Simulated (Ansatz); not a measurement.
# HfN: a closer look at a trial structure

This session takes a relaxed cell of HfN and sets out to compute bands, density of states and charges.

Program: Ansatz 0.2.0. Level of theory: DFT PBE, scalar-relativistic, plane waves, PAW. These are calculated values, not measurements.

1 further run of the same task is left out (set aside as unsound or not needed).

### Step 1. The starting structure

The structure is cubic, space group Pm-3m (No. 221). Conventional cell: a = 2.825 Å, b = 2.825 Å, c = 2.825 Å, α = 90.00°, β = 90.00°, γ = 90.00°. Hf (site symmetry m-3m) has 8 N at 2.45 Å as nearest neighbours. N (site symmetry m-3m) is surrounded by 8 Hf at 2.45 Å.

Coordinates:

```
CELL_PARAMETERS angstrom
2.82503 0.00000 0.00000
0.00000 2.82503 0.00000
0.00000 0.00000 2.82503
ATOMIC_POSITIONS crystal
Hf 0.00000 0.00000 0.00000
N 0.50000 0.50000 0.50000
```

It is the end of an earlier relaxation with the same method, from a generated guess; it is a trial structure. At a tolerance of 0.05 Å it has space group Pm-3m (No. 221); it has 11.27 Å³/atom, an uncorrected energy of -0.67 eV/atom over the elements.

### Step 2. Electronic structure at the relaxed geometry

Input file input.yaml:

```yaml
crystal:
  lattice:
    - [2.8250259194, 0.0, 0.0]
    - [0.0, 2.8250259194, 0.0]
    - [0.0, 0.0, 2.8250259194]
  atoms:
    - { symbol: Hf, position: [0.0, 0.0, 0.0] }
    - { symbol: "N", position: [0.5, 0.5, 0.5] }
basis:
  ecutwfc: 420
kpoints:
  mp_grid: { grid: [20, 20, 20] }
  band_path:
    path:
      - [[0.0, 0.0, 0.0], [0.0, 0.5, 0.0], [0.5, 0.5, 0.0], [0.0, 0.0, 0.0], [0.5, 0.5, 0.5], [0.0, 0.5, 0.0]]
      - [[0.5, 0.5, 0.5], [0.5, 0.5, 0.0]]
    npoints: 14
hamiltonian:
  xc: pbe
scf:
  occupations: { method: gaussian, width: 0.1 }
  n_extra_bands: 6
output:
  forces: true
  stress: true
  eigenvalues: true
  populations: true
  dos: { projected: true, de: 0.02, nscf_kmesh: { grid: [24, 24, 24] } }
  bader: true
  write_density: true
  write_potential: true
  elf: true
  volumetric_format: npy
```

Run with:

```sh
ansatz run input.yaml --threads 1 --pin off --max-ram 2560MiB --backend cpu --events-out ev --progress --plain --runs-dir out
```

The program printed:

```text
Warning: RAYON_NUM_THREADS=1 ignored (pool sized by the plan → 1); use --threads N
scf.n_extra_bands = 6 over 16 filled bands (N_el = 31.0): the run solves 22 bands
Engine: ansatz 0.2.0, aarch64-unknown-linux-gnu
Pseudopotentials: kind: paw
Pseudopotential: Hf, paw, valence charge 26, recommended cutoff 420 eV (normal), Hf.paw.azcp
Pseudopotential: N, paw, valence charge 5, recommended cutoff 420 eV (normal), N.paw.azcp
Functional definition: PBE
  parameter kappa = 0.804
  parameter beta = 0.06672455060314922
  exchange = pbe_x(kappa = kappa, mu = beta*pi^2/3)
  correlation = pbe_c(beta = beta)
Crystal: 2 atoms, lattice volume = 22.546 Å³
Basis set: ecut = 420 eV, 461 PW (Γ), exchange–correlation on 40×40×40 points (8 copies of the dense FFT grid, shifted against one another)
Bands: 22, of which v1, the nominal top of the filled ones, is band 16 counted from 1 (15 counted from 0)
Symmetry: 48 space group operations
Space group: Pm-3m (ITA 221), of the structure as read, at distance tolerance 2.8e-5 Å
k-points: 286 of 8000
Non-local potential: Hf, projectors of the file, l = 0: 3, l = 1: 2, l = 2: 2, l = 3: 3
Non-local potential: N, projectors of the file, l = 0: 2, l = 1: 2, l = 2: 1
PAW form: soft (Blöchl's): semilocal exchange-correlation on the pseudo side does not see the compensation charge
PAW one-centre angular grid: Hf, 590 points (default); XC on 64 Gauss nodes
PAW one-centre angular grid: N, 110 points (default); XC on 64 Gauss nodes
Initial density: superposition of atomic densities (neutral atoms: chi_scale 0, normalization atom), corrected by the library's trained network
Initial wavefunctions: pseudopotential atomic-orbital guess
Functional: x = pbe(κ = 0.804, μ = 0.2195149727645171), c = pbe(β = 0.06672455060314922)
SCF iter   1: F=—  HF=-16106.722572 eV  |F-HF|=—  |Δ(HF+E_count)|=         —  Δρ=8.91e-3  dr2=2.62e-2  ethr=1.77e-3  ⟨swp⟩=5.0  Hψ=26649  notcnv=0  defer=32
preconditioner: auto → none  [metal: Δε(μ)=0.013 eV  Ē_g=20.702 eV  σ=0.100 eV  W_gap=0.07  n_scr=6 (ndim 8)  ℏωp=42.1 eV  f_vac=0.000  D(μ)=1.25/eV (n_scr^D=18)  sad-step TF]
SCF iter   2: F=—  HF=-16106.720392 eV  |F-HF|=—  |Δ(HF+E_count)|=   2.18e-3  Δρ=6.84e-3  dr2=1.60e-2  ethr=8.46e-5  ⟨swp⟩=1.1  Hψ=8622  notcnv=0  defer=32
SCF iter   3: F=—  HF=-16106.717431 eV  |F-HF|=—  |Δ(HF+E_count)|=   2.96e-3  Δρ=2.43e-3  dr2=2.21e-3  ethr=5.15e-5  ⟨swp⟩=2.1  Hψ=8691  notcnv=0  defer=32
SCF iter   4: F=—  HF=-16106.716481 eV  |F-HF|=—  |Δ(HF+E_count)|=   9.50e-4  Δρ=7.19e-4  dr2=3.38e-5  ethr=7.13e-6  ⟨swp⟩=2.0  Hψ=10034  notcnv=0  defer=32
SCF iter   5: F=—  HF=-16106.716613 eV  |F-HF|=—  |Δ(HF+E_count)|=   1.32e-4  Δρ=5.44e-5  dr2=6.41e-7  ethr=1.09e-7  ⟨swp⟩=2.0  Hψ=9388  notcnv=0  defer=32
SCF iter   6: F=-16106.716611 eV  HF=-16106.716612 eV  |F-HF|=9.23e-8  |Δ(HF+E_count)|=   1.59e-6  Δρ=1.06e-5  dr2=2.15e-8  ethr=3.23e-10  ⟨swp⟩=12.4  Hψ=54641  notcnv=0
SCF 1 converged in 6 iterations: F = -16106.716611 eV  dr2 = 2.15e-8
NSCF: frozen V_eff on 86 k-points
NSCF: frozen V_eff on 455 k-points
SCF converged after 6 iterations
Free energy (F): -16106.716611 eV
Harris-Foulkes:  -16106.716612 eV  (|F-HF|=9.23e-8)
Internal energy: -16106.710316 eV  (E = F + TS)
E sigma→0 (E₀):  -16106.713464 eV
Entropy (-TS):   -0.006296 eV (-3.148 meV/atom)
Fermi energy:    23.211547 eV
--- Per-component energies (eV) ---
  E_band       = 195.381212
  E_kinetic    = 556.840579
  E_local      = -4674.114011  (includes V_loc(G=0)·N_el)
  E_nonlocal   = -1198.829737
  E_hartree    = 2225.657852
  E_xc         = -361.606190
  E_vxc        = -344.802519  (∫ρ·V_xc dr)
  E_paw        = -7054.270473  (= ΣΔE_a)
  E_vpaw       = 1404.957237  (= ΣTr[D̂ρ^β])
  E_aug_tail   = 0.000088  (compensation charges beyond the density's cutoff)
  E_ewald      = -5600.388423
  E_smearing   = -0.006296  (= −TS)
  E_closure    = 0.000000  (closes the sum)
  Σ components = -16106.716611   (vs F -16106.716611, Δ=0.00e0)
--- Forces (eV/Å), atoms counted from 1 ---
  atom   1  Hf    -0.00000000    -0.00000000     0.00000000
  atom   2  N      0.00000000    -0.00000000     0.00000000
  max |Σ_I F_I| component: 1.79e-29 eV/Å
--- Stress (GPa, compression-positive) ---
       -0.011943       0.000000       0.000000
        0.000000      -0.011943       0.000000
        0.000000       0.000000      -0.011943
  P = ⅓ Tr σ = -0.0119 GPa (-0.119 kbar)
--- Band table (eV; the first three rows and the last of 286) ---
  k-point 0: bands = ["-38.7323", "-6.9082", "-6.9082", "-6.9082", "7.1347", "11.4314", "11.4314", "11.4314", "11.4719", "11.4719", "11.4719", "11.4856", "20.8504", "20.8504", "22.2041", "22.2041", "22.2041", "26.5719", "29.6144", "29.6144", "29.6144", "41.7422"]
  k-point 1: bands = ["-38.7302", "-6.9444", "-6.9051", "-6.9051", "7.1831", "11.4304", "11.4324", "11.4324", "11.4685", "11.4729", "11.4729", "11.4852", "20.7149", "20.8754", "22.1626", "22.1626", "22.2616", "26.7572", "29.6238", "29.6238", "29.6281", "41.1844"]
  k-point 2: bands = ["-38.7238", "-7.0480", "-6.8959", "-6.8959", "7.3244", "11.4273", "11.4350", "11.4350", "11.4594", "11.4762", "11.4762", "11.4838", "20.2818", "20.9491", "22.0428", "22.0428", "22.5338", "27.2353", "29.6537", "29.6537", "29.6683", "40.0578"]
  k-point 285: bands = ["-38.4726", "-7.7905", "-7.7905", "-7.7905", "10.1136", "11.4407", "11.4407", "11.4407", "11.5054", "11.5054", "11.5054", "12.0030", "16.4835", "16.4835", "16.4835", "31.0370", "31.0370", "31.0370", "32.7471", "32.7471", "32.8754", "32.8754"]
--- Löwdin populations: 2 sites ---
  site symbol       q [e]
     0     Hf     25.2614
     1      N      5.6828
  spilling = 0.001799 (of n_electrons = 31.000000)
--- Bader charges: 2 sites ---
  site symbol  charge [e]  shift [e]
     0     Hf      1.6954     0.0001
     1      N     -1.6954     0.0001
  estimated error of the sums over rays = 2.4e-4 e
```

Run time: 30 s. Hardware: 1 thread of Arm Neoverse V1, shared host; peak memory 0.41 GiB.

By site:

| atom | Löwdin electrons | Bader charge (e) | Bader volume (Å³) |
| --- | --- | --- | --- |
| Hf1 | 25.26 | +1.70 | 11.5 |
| N2 | 5.68 | -1.70 | 11.0 |

bands.tsv at the labelled points (eV, zero at the Fermi level; the bands nearest the Fermi level):

| point | band 13 | band 14 | band 15 | band 16 | band 17 | band 18 | band 19 | band 20 |
| --- | --- | --- | --- | --- | --- | --- | --- | --- |
| Γ | -2.36 | -2.36 | -1.01 | -1.01 | -1.01 | 3.36 | 6.40 | 6.40 |
| X | -7.67 | -2.60 | -2.60 | -1.15 | 5.71 | 7.01 | 7.16 | 7.16 |
| M | -3.92 | -3.92 | -1.36 | -0.43 | 2.64 | 3.14 | 3.14 | 9.23 |
| Γ | -2.36 | -2.36 | -1.01 | -1.01 | -1.01 | 3.36 | 6.40 | 6.40 |
| R | -6.73 | -6.73 | -6.73 | 7.83 | 7.83 | 7.83 | 9.54 | 9.54 |
| X | -7.67 | -2.60 | -2.60 | -1.15 | 5.71 | 7.01 | 7.16 | 7.16 |
| R | -6.73 | -6.73 | -6.73 | 7.83 | 7.83 | 7.83 | 9.54 | 9.54 |
| M | -3.92 | -3.92 | -1.36 | -0.43 | 2.64 | 3.14 | 3.14 | 9.23 |

Counts of states by energy window (eV from the Fermi level), total and by projection:

```
from  to  total  Hf 5d  N 2s  N 2p
  -7  -6   0.46   0.16  0.01  0.24
  -6  -5   1.38   0.42  0.02  0.80
  -5  -4   0.95   0.26  0.02  0.61
  -4  -3   1.13   0.28  0.03  0.77
  -3  -2   1.24   0.32  0.02  0.84
  -2  -1   0.92   0.25  0.01  0.64
  -1   0   0.86   0.69  0.00  0.14
   0   1   0.61   0.52  0.00  0.07
   1   2   0.35   0.29  0.00  0.04
   2   3   0.37   0.30  0.01  0.04
   3   4   1.77   1.37  0.16  0.10
   4   5   1.53   1.04  0.18  0.16
   5   6   1.31   0.92  0.05  0.25
```

Below -7 eV lie 24 or so more states.

Density in a lattice plane of the grid's cell (edges 2.83 and 2.83 Å, at 0.000 of the third edge), which holds Hf.

Ten even steps from '0' (0.19 e/Å³) to '9' (35.47 e/Å³):
```
886532100000000000123568
665421000000000000012456
443211000000000000011234
221100000000000000000112
111000000000000000000011
000000000000000000000000
000000000000000000000000
000000000000000000000000
000000000000000000000000
000000000000000000000000
000000000000000000000000
000000000000000000000000
000000000000000000000000
000000000000000000000000
111000000000000000000011
221100000000000000000112
443211000000000000011234
665421000000000000012456
886532100000000000123568
997532100000000000123579
```
Columns run along the first of these edges and rows up along the second, over one cell in 24 and 20 even steps from the bottom left corner. Atoms in the plane (fractional): Hf at (0.00, 0.00).

ELF in the same plane.

Ten even steps from ' ' (0.09) to '@' (0.84):
```
@@@@@@@@@@@@%%**==::..........::==**%%@@@@@@@@@@
@@@@@@@@@@%%##++--::..........::--++##%%@@@@@@@@
@@@@@@@@%%##++--....  ......  ....--++##%%@@@@@@
@@@@@@%%##++--::                  ::--++##%%@@@@
%%%%##**++--..                      ..--++**##%%
****++==::..                          ..::==++**
==----::..                              ..::----
::......                                  ......
..........                              ........
..........                              ........
..........                              ........
::......                                  ......
==----::..                              ..::----
****++==::..                          ..::==++**
%%%%##**++--..                      ..--++**##%%
@@@@@@%%##++--::                  ::--++##%%@@@@
@@@@@@@@%%##++--....  ......  ....--++##%%@@@@@@
@@@@@@@@@@%%##++--::..........::--++##%%@@@@@@@@
@@@@@@@@@@@@%%**==::..........::==**%%@@@@@@@@@@
%%@@@@@@@@@@%%**==--::......::--==**%%@@@@@@@@@@
```
Columns run along the first of these edges and rows up along the second, over one cell in 24 and 20 even steps from the bottom left corner. Atoms in the plane (fractional): Hf at (0.00, 0.00).

Both are smooth fields of the valence electrons: close to the nuclei they are not physical.

Maxima of ELF outside the ion cores: 0.82 in the shell around N, 0.7 Å from N.

### Step 3. What came out

| quantity | value |
| --- | --- |
| gap | none (metal) |
| states at the Fermi level | 1.15 per eV per cell |
| Bader charges | Hf +1.70, N -1.70 e |

In words: It comes out metallic. Of the projected weight within 0.25 eV of the Fermi level, the largest part is Hf 5d (86 %). Bader charges reach 1.7 e, so charge transfer in this metal is strong. These runs have no spin-orbit coupling; with Hf it would split and shift bands. The final runs have no spin polarisation, so no magnetic state was tried and one may lie lower.
